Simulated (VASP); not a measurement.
# Cd2S (P3m1) in VASP: a series of runs

One crystal, Cd2S, is run at these levels: LDA; tasks: single point.

Everything below comes from runs of VASP 6.6.1. Logs are shortened: lines on timing, memory, paths and dates and some standing lists are left out, and cuts for length are marked.

### Step 1. The cell of the first run

The structure is trigonal, space group P3m1 (No. 156). Conventional cell: a = 3.963 Å, b = 3.963 Å, c = 5.809 Å, α = 90.00°, β = 90.00°, γ = 120.00°. Cd (site symmetry 3m) has 3 S at 2.61 Å as nearest neighbours. Cd (site symmetry 3m) has 1 S at 2.49 Å as nearest neighbours. S (site symmetry 3m) is surrounded by 4 Cd at 2.49 to 2.61 Å.

The cell comes from a database or a generator and needn't be the stable form of this composition.

### Step 2. Single point, LDA

Contents of INCAR:

```
SYSTEM = Cd2S
PREC = Accurate
ENCUT = 520
EDIFF = 1E-7
ISMEAR = 0
SIGMA = 0.03
LREAL = .False.
LASPH = .True.
NELM = 100
ALGO = Fast
ISIF = 2
LWAVE = .False.
LCHARG = .False.
NBANDS = 22
```

Contents of KPOINTS:

```
regular mesh
0
Gamma
  12 12 6
  0 0 0
```

Contents of POSCAR:

```
Cd2S
1.0
    3.9626700490      0.0000000000      0.0000000000
   -1.9813350245      3.4317729293      0.0000000000
    0.0000000000      0.0000000000      5.8091920000
Cd S
2 1
Direct
    0.6666666667      0.3333333333      0.5787350000
    0.3333333333      0.6666666667      0.9327170000
    0.3333333333      0.6666666667      0.3614014755
```

Potentials or basis: VASP PAW LDA potentials, release 64 (Cd, S).

Command:

```
$ cat potpaw_LDA.64/Cd/POTCAR potpaw_LDA.64/S/POTCAR > POTCAR
$ mpirun -np 1 vasp_std > vasp.out
```

OUTCAR:

```text
SYSTEM = Cd2S
   PREC = Accurate
   ENCUT = 520
   EDIFF = 1E-7
   ISMEAR = 0
   LREAL = .False.
   LASPH = .True.
   NELM = 100
   ISIF = 2

 ion  position               nearest neighbor table
   1  0.667  0.333  0.579-   3 2.61   3 2.61   3 2.61   2 3.08   2 3.08   2 3.08
   2  0.333  0.667  0.933-   3 2.49   1 3.08   1 3.08   1 3.08
   3  0.333  0.667  0.361-   2 2.49   1 2.61   1 2.61   1 2.61

  LATTYP: Found a hexagonal cell.
 ALAT       =     3.9626700490
 C/A-ratio  =     1.4659792332

  Lattice vectors:

 A1 = (   3.9626700490,   0.0000000000,   0.0000000000)
 A2 = (  -1.9813350245,   3.4317729293,   0.0000000000)
 A3 = (   0.0000000000,   0.0000000000,   5.8091920000)

Analysis of symmetry for initial positions (statically):
=====================================================================
 Subroutine PRICEL returns:
 Original cell was already a primitive cell.

 Routine SETGRP: Setting up the symmetry group for a
 hexagonal supercell.

 Subroutine GETGRP returns: Found  6 space group operations
 (whereof  6 operations were pure point group operations)
 out of a pool of 24 trial point group operations.

The static configuration has the point symmetry C_3v.

Analysis of symmetry for dynamics (positions and initial velocities):
=====================================================================
 Subroutine PRICEL returns:
 Original cell was already a primitive cell.

 Routine SETGRP: Setting up the symmetry group for a
 hexagonal supercell.

 Subroutine GETGRP returns: Found  6 space group operations
 (whereof  6 operations were pure point group operations)
 out of a pool of 24 trial point group operations.

The dynamic configuration has the point symmetry C_3v.

 Subroutine INISYM returns: Found  6 space group operations
 (whereof  6 operations are pure point group operations),
 and found     1 'primitive' translations

----------------------------------------------------------------------------------------

                                     Primitive cell

  volume of cell :      78.9991

  direct lattice vectors                    reciprocal lattice vectors
     3.962670049  0.000000000  0.000000000     0.252355101  0.145697285  0.000000000
    -1.981335025  3.431772929  0.000000000     0.000000000  0.291394571  0.000000000
     0.000000000  0.000000000  5.809192000     0.000000000  0.000000000  0.172140979

  length of vectors
     3.962670049  3.962670049  5.809192000     0.291394571  0.291394571  0.172140979

  position of ions in fractional coordinates (direct lattice)
     0.666666667  0.333333333  0.578735000
     0.333333333  0.666666667  0.932717000
     0.333333333  0.666666667  0.361401476

  ion indices of the primitive-cell ions
   primitive index   ion index
                 1           1
                 2           2
                 3           3

----------------------------------------------------------------------------------------

 KPOINTS: regular mesh

Automatic generation of k-mesh.
 Grid dimensions read from file:
 generate k-points for:   12   12    6

 Generating k-lattice:

  Cartesian coordinates                     Fractional coordinates (reciprocal lattice)
     0.021029592  0.012141440  0.000000000     0.083333333 -0.000000000  0.000000000
     0.000000000  0.024282881  0.000000000     0.000000000  0.083333333  0.000000000
     0.000000000  0.000000000  0.028690163     0.000000000  0.000000000  0.166666667

  Length of vectors
     0.024282881  0.024282881  0.028690163

  Shift w.r.t. Gamma in fractional coordinates (k-lattice)
     0.000000000  0.000000000  0.000000000

 Subroutine IBZKPT returns following result:
 ===========================================

 Found    100 irreducible k-points:

 Following reciprocal coordinates:
            Coordinates               Weight
  0.000000  0.000000  0.000000      1.000000
  0.083333 -0.000000  0.000000      6.000000
  0.166667 -0.000000  0.000000      6.000000
  0.250000  0.000000  0.000000      6.000000
  0.333333 -0.000000  0.000000      6.000000
  0.416667 -0.000000  0.000000      6.000000
[... 16 lines left out ...]
  0.166667 -0.000000  0.166667      6.000000
  0.000000  0.166667  0.166667      6.000000
 [... further k-points ...]
   k-points           NKPTS =    100   k-points in BZ     NKDIM =    100   number of bands    NBANDS=     22
   number of dos      NEDOS =    301   number of ions     NIONS =      3
   total plane-waves  NPLWV =  43200
   dimension x,y,z NGX =    30 NGY =   30 NGZ =   48
   dimension x,y,z NGXF=    60 NGYF=   60 NGZF=   96
   ions per type =               2   1
   NGX,Y,Z   is equivalent  to a cutoff of  12.59, 12.59, 13.74 a.u.
   NGXF,Y,Z  is equivalent  to a cutoff of  25.17, 25.17, 27.47 a.u.
 SYSTEM =  Cd2S
   PREC   = accura    normal or accurate (medium, high low for compatibility)
   ISTART =      0    job   : 0-new  1-cont  2-samecut
   ICHARG =      2    charge: 1-file 2-atom 10-const
   ISPIN  =      1    spin polarized calculation?
   LNONCOLLINEAR =      F non collinear calculations
   LSORBIT =      F    spin-orbit coupling
   LASPH  =      T    aspherical Exc in radial PAW
   ENCUT  =  520.0 eV  38.22 Ry    6.18 a.u.   7.37  7.37 10.80*2*pi/ulx,y,z
   NELM   =    100;   NELMIN=  2; NELMDL= -5     # of ELM steps
   EDIFF  = 0.1E-06   stopping-criterion for ELM
   LREAL  =      F    real-space projection
   EDIFFG = 0.1E-05   stopping-criterion for IOM
   NSW    =      0    number of steps for IOM
   IBRION =     -1    ionic relax: 0-MD 1-quasi-New 2-CG
   NFREE  =      0    steps in history (QN), initial steepest desc. (CG)
   ISIF   =      2    stress and relaxation
   ISYM   =      2    0-nonsym 1-usesym 2-fastsym
   POTIM  = 0.5000    time-step for ionic-motion
   TEBEG  =    0.0;   TEEND  =   0.0 temperature during run
   PSTRESS=    0.0 pullay stress
   NELECT =      30.0000    total number of electrons
   NUPDOWN=      -1.0000    fix difference up-down
   EMIN   =  10.00;   EMAX   =-10.00  energy-range for DOS
   EFERMI =   0.00;   METHOD = LEGACY
   ISMEAR =     0;   SIGMA  =   0.03  broadening in eV -4-tet -1-fermi 0-gaus
   EFERMI_NEDOS =   21; number of points for ismear=-14 and -15
   IALGO  =     68    algorithm
   IMIX   =      4    mixing-type and parameters
     AMIX     =   0.40;   BMIX     =  1.00
     AMIX_MAG =   1.60;   BMIX_MAG =  1.00
  volume/ion in A,a.u.               =      26.33       177.70
  Fermi-wavevector in a.u.,A,eV,Ry     =   1.185517  2.240303 19.122322  1.405451
  Thomas-Fermi vector in A             =   2.321709
   LORBIT       =      0    0 simple, 1 ext, 2 COOP (PROOUT), +10 PAW based schemes
   GGA     = CA    functional components
   LHFCALC =     F    Hartree Fock is set to
   AEXX    =    0.0000 exact exchange contribution
   IVDW    =     0    specifies the selected vdW correction
   LEPSILON=     F    determine dielectric tensor
   LRPA    =     F    only Hartree local field effects (RPA)
 non-spin polarized calculation
 RMM-DIIS sequential band-by-band and
 Gauss-broadening in eV      SIGMA  =   0.03
  energy-cutoff  :      520.00
  volume of cell :       79.00
 maximum number of plane-waves:      2157
 NGX is ok and might be reduce to    30
   NGX = 15   NGY = 15   NGZ = 21

 number of electron      30.0000000 magnetization

 Free energy of the ion-electron system (eV)
  ---------------------------------------------------
  ext. energy  EPLUGINS =         0.00000000
  ---------------------------------------------------
  free energy    TOTEN  =        -8.07173416 eV

  energy without entropy =       -8.07173376  energy(sigma->0) =       -8.07173396

 E-fermi :   1.2488     XC(G=0):  -9.6747

 val. band max:        1.1754368726   @ k =   0.3333   0.3333   0.1667
 cond. band min:       1.3244379210   @ k =   0.5000   0.0000   0.1667
 fundamental gap:      0.1490010484
 Fermi energy:         1.2487944542

 k-point     1 :       0.0000    0.0000    0.0000
  band No.  band energies     occupation
      1     -11.4450      2.00000
      2      -7.2251      2.00000
      3      -7.2251      2.00000
      4      -7.1257      2.00000
      5      -7.1257      2.00000
      6      -7.0580      2.00000
[... 14 lines left out ...]
     21       9.3026      0.00000
     22      11.0600      0.00000

 k-point     2 :       0.0833   -0.0000    0.0000
  band No.  band energies     occupation
      1     -11.4208      2.00000
      2      -7.2289      2.00000
      3      -7.2241      2.00000
      4      -7.1269      2.00000
      5      -7.1107      2.00000
      6      -7.0350      2.00000
[... 14 lines left out ...]
     21       9.3125      0.00000
     22      11.1149      0.00000

 k-point     3 :       0.1667   -0.0000    0.0000
  band No.  band energies     occupation
      1     -11.3542      2.00000
      2      -7.2355      2.00000
      3      -7.2235      2.00000
      4      -7.1262      2.00000
      5      -7.0688      2.00000
      6      -6.9910      2.00000
[... 14 lines left out ...]
     21       9.3482      0.00000
     22      10.3548      0.00000

 k-point     4 :       0.2500    0.0000    0.0000
  band No.  band energies     occupation
      1     -11.2623      2.00000
      2      -7.2379      2.00000
      3      -7.2275      2.00000
      4      -7.1240      2.00000
      5      -7.0085      2.00000
      6      -6.9775      2.00000
[... 14 lines left out ...]
     21       9.2740      0.00000
     22       9.7338      0.00000

 k-point     5 :       0.3333   -0.0000    0.0000
  band No.  band energies     occupation
      1     -11.1695      2.00000
      2      -7.2360      2.00000
      3      -7.2317      2.00000
      4      -7.1270      2.00000
      5      -6.9802      2.00000
      6      -6.9419      2.00000
[... 417 lines left out ...]
 k-point    22 :       0.0000    0.0833    0.1667
  band No.  band energies     occupation
      1     -11.3920      2.00000
      2      -7.2441      2.00000
      3      -7.2285      2.00000
      4      -7.1710      2.00000
      5      -7.1380      2.00000
      6      -7.1192      2.00000
[... 14 lines left out ...]
     21       9.3513      0.00000
     22      10.8876      0.00000

 k-point    23 :       0.1667   -0.0000    0.1667
  band No.  band energies     occupation
      1     -11.3262      2.00000
      2      -7.2684      2.00000
      3      -7.2180      2.00000
      4      -7.1582      2.00000
      5      -7.0860      2.00000
      6      -7.0792      2.00000
[... 14 lines left out ...]
     21       9.2184      0.00000
     22       9.9049      0.00000

 k-point    24 :       0.0000    0.1667    0.1667
  band No.  band energies     occupation
      1     -11.3261      2.00000
      2      -7.2571      2.00000
      3      -7.2255      2.00000
      4      -7.1482      2.00000
      5      -7.1143      2.00000
      6      -7.0749      2.00000
[... 14 lines left out ...]
     21       9.6100      0.00000
     22      10.2476      0.00000

 [... further k-points ...]

------------------------ aborting loop because EDIFF is reached ----------------------------------------

  FORCE on cell =-STRESS in cart. coord.  units (eV):
  Direction    XX          YY          ZZ          XY          YZ          ZX
  --------------------------------------------------------------------------------------
  -------------------------------------------------------------------------------------
  Total       -2.1057208     -2.1057208     -2.6962088      0.0000000      0.0000000      0.0000000
  in kB      -42.7060285    -42.7060285    -54.6816895      0.0000000      0.0000000      0.0000000
  external PRESSURE =     -46.6979155 kB  Pullay stress =       0.0000000 kB

 VOLUME and BASIS-vectors are now :
 -----------------------------------------------------------------------------
  energy-cutoff  :      520.00
  volume of cell :       79.00
      direct lattice vectors                 reciprocal lattice vectors
     3.962670049  0.000000000  0.000000000     0.252355101  0.145697285  0.000000000
    -1.981335025  3.431772929  0.000000000     0.000000000  0.291394571  0.000000000
     0.000000000  0.000000000  5.809192000     0.000000000  0.000000000  0.172140979

 POSITION                                       TOTAL-FORCE (eV/Angst)
 -----------------------------------------------------------------------------------
      1.98134      1.14392      3.36198         0.000000     -0.000000     -0.200257
     -0.00000      2.28785      5.41833         0.000000     -0.000000     -0.109322
     -0.00000      2.28785      2.09945        -0.000000      0.000000      0.309579
 -----------------------------------------------------------------------------------
    total drift:                                0.000000     -0.000000     -0.000497

  FREE ENERGIE OF THE ION-ELECTRON SYSTEM (eV)
  ---------------------------------------------------
  free  energy   TOTEN  =        -8.0717341613 eV

  energy  without entropy=       -8.0717337593  energy(sigma->0) =       -8.07173396
```

Wall time 96 s (1 thread of AMD EPYC 9R45 (Zen 5), shared host); peak memory 0.24 GiB.

Results:

* Free energy: -8.0717 eV
* Pressure: -4.7 GPa
* Largest force: 0.310 eV/Å
* Band gap on the k mesh: 0.15 eV, indirect (least direct gap 0.39 eV)

Forces in eV/Å, atoms in the order of the input:
```
Cd   0.000  0.000 -0.200
Cd   0.000  0.000 -0.109
S    0.000  0.000  0.310
```

Stress tensor (GPa, compression positive):
```
-4.27  0.00  0.00
 0.00 -4.27  0.00
 0.00  0.00 -5.47
```

A k mesh can miss the band edges.

### Step 3. Single point, LDA

Contents of INCAR:

```
PREC     = Accurate       # precision mode
ENCUT    = 520            # plane-wave cutoff, eV
EDIFF    = 1E-6           # SCF threshold, eV
ISMEAR   = 0              # smearing method
SIGMA    = 0.03           # smearing width, eV
LREAL    = F              # projectors in reciprocal space
LASPH    = T              # aspherical terms in the spheres
NELM     = 100            # most SCF steps
ALGO     = Fast           # electronic algorithm
ISIF     = 2              # what is computed and relaxed
LWAVE    = F              # write WAVECAR
LCHARG   = F              # write CHGCAR
GGA      = CA             # functional
NBANDS   = 22             # bands
```

Contents of KPOINTS:

```
Automatic mesh
0
Gamma
  12 12 6
```

POSCAR, as its differences from that of step 2:

```diff
@@ -10,2 +10,2 @@
     0.3333333333      0.6666666667      0.9327170000
-    0.3333333333      0.6666666667      0.3614014755
+    0.3333333333      0.6666666667      0.3527944266
```

Potentials or basis: VASP PAW LDA potentials, release 64 (Cd, S).

Command:

```
$ cat potpaw_LDA.64/Cd/POTCAR potpaw_LDA.64/S/POTCAR > POTCAR
$ mpirun -np 1 vasp_std > vasp.out
```

OUTCAR:

```text
PREC = Accurate
   ENCUT = 520
   EDIFF = 1E-6
   ISMEAR = 0
   LREAL = F
   LASPH = T
   NELM = 100
   ISIF = 2
   GGA = CA

 ion  position               nearest neighbor table
   1  0.667  0.333  0.579-   3 2.64   3 2.64   3 2.64   2 3.08   2 3.08   2 3.08
   2  0.333  0.667  0.933-   3 2.44   1 3.08   1 3.08   1 3.08
   3  0.333  0.667  0.353-   2 2.44   1 2.64   1 2.64   1 2.64

  LATTYP: Found a hexagonal cell.
 ALAT       =     3.9626700490
 C/A-ratio  =     1.4659792332

  Lattice vectors:

 A1 = (   3.9626700490,   0.0000000000,   0.0000000000)
 A2 = (  -1.9813350245,   3.4317729293,   0.0000000000)
 A3 = (   0.0000000000,   0.0000000000,   5.8091920000)

Analysis of symmetry for initial positions (statically):
=====================================================================
 Subroutine PRICEL returns:
 Original cell was already a primitive cell.

 Routine SETGRP: Setting up the symmetry group for a
 hexagonal supercell.

 Subroutine GETGRP returns: Found  6 space group operations
 (whereof  6 operations were pure point group operations)
[... 165 lines left out ...]
  free energy    TOTEN  =        -8.04743213 eV

  energy without entropy =       -8.04743065  energy(sigma->0) =       -8.04743139

 E-fermi :   1.2306     XC(G=0):  -9.6791

 val. band max:        1.1657568914   @ k =   0.3333   0.3333   0.1667
 cond. band min:       1.2979973474   @ k =   0.5000   0.0000   0.1667
 fundamental gap:      0.1322404559
 Fermi energy:         1.2306092324

 k-point     1 :       0.0000    0.0000    0.0000
  band No.  band energies     occupation
      1     -11.4285      2.00000
      2      -7.2507      2.00000
      3      -7.2507      2.00000
      4      -7.1282      2.00000
      5      -7.1282      2.00000
      6      -7.1008      2.00000
[... 589 lines left out ...]
     21       9.6203      0.00000
     22      10.2469      0.00000

 [... further k-points ...]

------------------------ aborting loop because EDIFF is reached ----------------------------------------

  FORCE on cell =-STRESS in cart. coord.  units (eV):
  Direction    XX          YY          ZZ          XY          YZ          ZX
  --------------------------------------------------------------------------------------
  -------------------------------------------------------------------------------------
  Total       -2.2579721     -2.2579721     -2.4085619      0.0000000      0.0000000      0.0000000
  in kB      -45.7938302    -45.7938302    -48.8479341      0.0000000      0.0000000      0.0000000
  external PRESSURE =     -46.8118648 kB  Pullay stress =       0.0000000 kB

 VOLUME and BASIS-vectors are now :
 -----------------------------------------------------------------------------
  energy-cutoff  :      520.00
  volume of cell :       79.00
      direct lattice vectors                 reciprocal lattice vectors
     3.962670049  0.000000000  0.000000000     0.252355101  0.145697285  0.000000000
    -1.981335025  3.431772929  0.000000000     0.000000000  0.291394571  0.000000000
     0.000000000  0.000000000  5.809192000     0.000000000  0.000000000  0.172140979

 POSITION                                       TOTAL-FORCE (eV/Angst)
 -----------------------------------------------------------------------------------
      1.98134      1.14392      3.36198         0.000000      0.000000     -0.323374
     -0.00000      2.28785      5.41833        -0.000000     -0.000000     -0.348903
     -0.00000      2.28785      2.04945        -0.000000      0.000000      0.672277
 -----------------------------------------------------------------------------------
    total drift:                                0.000000     -0.000000     -0.000429

  FREE ENERGIE OF THE ION-ELECTRON SYSTEM (eV)
  ---------------------------------------------------
  free  energy   TOTEN  =        -8.0474321343 eV

  energy  without entropy=       -8.0474306456  energy(sigma->0) =       -8.04743139
```

stdout:

```text
POSCAR found type information on POSCAR CdS
 POSCAR found :  2 types and       3 ions
 scaLAPACK will be used
 LDA part: xc-table for (Slater(with rela. corr.)+CA(PZ))
 , standard interpolation
 POSCAR, INCAR and KPOINTS ok, starting setup
 FFT: planning ... GRIDC
 FFT: planning ... GRID_SOFT
 FFT: planning ... GRID
 WAVECAR not read
 entering main loop
```

Run time: 91 s. Hardware: 1 thread of AMD EPYC 9R45 (Zen 5), shared host; peak memory 0.24 GiB.

Results:

```
Free energy            : -8.0474 eV
Pressure               : -4.7 GPa
Largest force          : 0.672 eV/Å
Band gap on the k mesh : 0.13 eV, indirect (least direct gap 0.37 eV)
```

Forces on the atoms (eV/Å):
```
Cd   0.000  0.000 -0.323
Cd   0.000  0.000 -0.349
S    0.000  0.000  0.672
```

A k mesh can miss the band edges.

(Continued in part 2 of 2.)
